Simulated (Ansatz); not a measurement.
Crystal: CoO.

```xyz
2
Lattice="1.5055 0.8692 2.4399 -1.5055 0.8692 2.4399 0.0000 -1.7384 2.4399" Properties=species:S:1:pos:R:3 pbc="T T T"
Co    0.0000    0.0000    0.0000
O     0.0000    0.0000    3.6599
```

The cell is a database's computed one.

Base run:

| Quantity | Value |
| --- | --- |
| Program | Ansatz 0.2.0 |
| Functional | PBEsol |
| Potentials or basis | Ansatz PAW |
| Cutoff | 420 eV |
| Density cutoff | 1680 eV |
| k mesh | 11 × 11 × 11 |
| Occupations | fermi-dirac, width 0.05 eV |
| Spin | collinear spin, ferromagnetic start |
| Starting moments | [2.0, 0.0] μB |

Its results: band gap on the k mesh none (metal or under the smearing width); pressure -9.1 GPa; net moment 2.94 μB per cell; site moments Co +2.49; O +0.34 μB.

Q: After a change of settings the same cell gave: band gap on the k mesh none (metal or under the smearing width); pressure 4.5 GPa; net moment 2.93 μB per cell; site moments Co +2.50; O +0.32 μB. Which change was it?
A. functional from PBEsol to r2SCAN; cutoff from 420 eV to 500 eV; density cutoff from 1680 eV to 2000 eV; hubbard terms from none to Co d U = 1 eV; hubbard projectors from none to ortho-atomic (the default)
B. functional from PBEsol to r2SCAN; cutoff from 420 eV to 500 eV; density cutoff from 1680 eV to 2000 eV
C. hubbard terms from none to Co d U = 5 eV; hubbard projectors from none to ortho-atomic (the default)
D. functional from PBEsol to revPBE

A: D.

revPBE binds less tightly than PBEsol, so the same cell stands under more pressure.

Caveats: a cell with one magnetic atom can't hold antiferromagnetic order, which such compounds often take; semilocal functionals often make such compounds metallic where correlation or magnetic order opens a gap, which also shifts bond lengths; the PAW data sets come from PBE, with cores solved anew for the run's functional, which leaves a small shift of forces and pressure; the potentials were made for another functional, which shifts forces and pressure (some runs).

Not every run made on this cell is shown here.
